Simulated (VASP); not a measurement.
The system is Te.

```
CELL_PARAMETERS angstrom
4.41063 0.00000 0.00000
-2.20531 3.81972 0.00000
0.00000 0.00000 5.87512
ATOMIC_POSITIONS crystal
Te 0.26523 0.00000 0.33333
Te 0.00000 0.26523 0.66667
Te 0.73477 0.73477 0.00000
```

The cell isn't the ideal one: a relaxed cell with its volume scaled by 0.96.

```yaml
Program: VASP 6.6.1
Task: relaxation of shape and atoms at fixed volume
Functional: r2SCAN
Dispersion: rVV10
Potentials_or_basis: VASP PAW PBE potentials, release 64 (Te)
Cutoff: 600 eV
k_mesh: 9 × 9 × 6
Occupations: gaussian, width 0.03 eV
Spin: no spin polarisation
```

At the start: pressure 2.3 GPa; volume 32.99 Å³/atom.

**Question.** Where does the relaxation end?

**Answer.** Over 7 steps the energy falls by 5.3 meV/atom; space group P3_121 (No. 152, to 0.05 Å).

The path:
| step | energy change (eV) | largest force (eV/Å) | pressure (GPa) |
| --- | --- | --- | --- |
| 1 | 0.0000 | 0.2473 | 2.26 |
| 2 | -0.0101 | 0.1472 | 1.75 |
| 3 | -0.0153 | 0.0251 | 0.79 |
| 4 | -0.0159 | 0.0098 | 0.99 |
| 5 | -0.0159 | 0.0141 | 1.02 |
| 6 | -0.0159 | 0.0101 | 1.02 |
| 7 | -0.0160 | 0.0037 | 1.02 |

Final structure:
```cif
data_structure
_symmetry_space_group_name_H-M 'P 1'
_symmetry_Int_Tables_number 1
_cell_length_a 4.3789
_cell_length_b 4.3789
_cell_length_c 5.9606
_cell_angle_alpha 90.000
_cell_angle_beta 90.000
_cell_angle_gamma 120.000
_cell_volume 98.98
loop_
_atom_site_label
_atom_site_type_symbol
_atom_site_fract_x
_atom_site_fract_y
_atom_site_fract_z
_atom_site_occupancy
Te1 Te 0.27263 0.00000 0.33333 1
Te2 Te 0.00000 0.27263 0.66667 1
Te3 Te 0.72737 0.72737 0.00000 1
```

Caveat: the PAW data sets were made with another functional, which shifts forces and pressure a little.
